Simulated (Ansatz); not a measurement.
# CdTe: energy along a strain

CdTe, F-43m, a = 6.410 Å (as given, not relaxed at this level: 4.2 GPa). Ansatz: PBE, PAW, 420 eV, Γ-centred 8×8×8 mesh on 2 atoms, Gaussian smearing 0.05 eV; no spin polarisation. Cell vectors (Å): 0.000 3.205 3.205; 3.205 0.000 3.205; 3.205 3.205 0.000. The cell is strained by x per cent times the pattern (0 0 1 0 0 0) in the order xx yy zz yz xz xy (engineering shears), with fractional coordinates held. y is the free energy over the start, V0 = 32.922 Å³/atom.

```
x (%) y (meV/atom)
-6.00             ?
-4.50         52.75
-3.00         32.09
-1.50         14.54
 0.00          0.00
 1.50        -11.62
 3.00        -20.44
 4.50        -26.54
 5.25        -28.61
 6.00        -30.03
```

**Question.** Fit y = c1 x + c2 x² + c3 x³ to the other rows, get the stiffness along the pattern, and predict the missing energy.

**Answer.** Least squares on the rows shown. y = −8.7101 x + 0.64715 x² − 0.0049468 x³. The clamped-ion stiffness p·C·p = 2 × 6.471 eV × 160.2 / 32.922 Å³ = 63 GPa, which is C33 in these axes (C11 of the cubic crystal) (second derivative at the start, which stands under stress). At x = -6.00 the fit asked for gives 76.63 meV/atom. The run gave 76.62 meV/atom, so the fit is 0.01 meV/atom too high, a small miss on the scale of the series.

The energy falls all the way to the largest extension because the starting cell is compressed for PBE: stretching one axis relieves part of the stress, while the fixed lateral axes keep the crystal from relaxing fully. PBE's usual preference for overlong bonds in heavy semiconductors probably accounts for part of that compression. The negative cubic term is ordinary bond anharmonicity, with short-range repulsion steepening as the Cd-Te bonds are squeezed and the restoring force weakening as they are stretched. For the same reason, 63 GPa probably lies above the value PBE would give at its own equilibrium volume.

Holding the fractional coordinates costs nothing here. A strain along a cube axis leaves each atom on a site whose symmetry forbids an internal displacement, so the clamped-ion and relaxed-ion stiffnesses coincide for this pattern, whereas a shear would shift the sublattices against each other. The close prediction at -6.00 supports a smooth, weakly anharmonic response just beyond the fitted range, but one uniaxial path can't separate C12 or C44, so it doesn't establish mechanical stability.
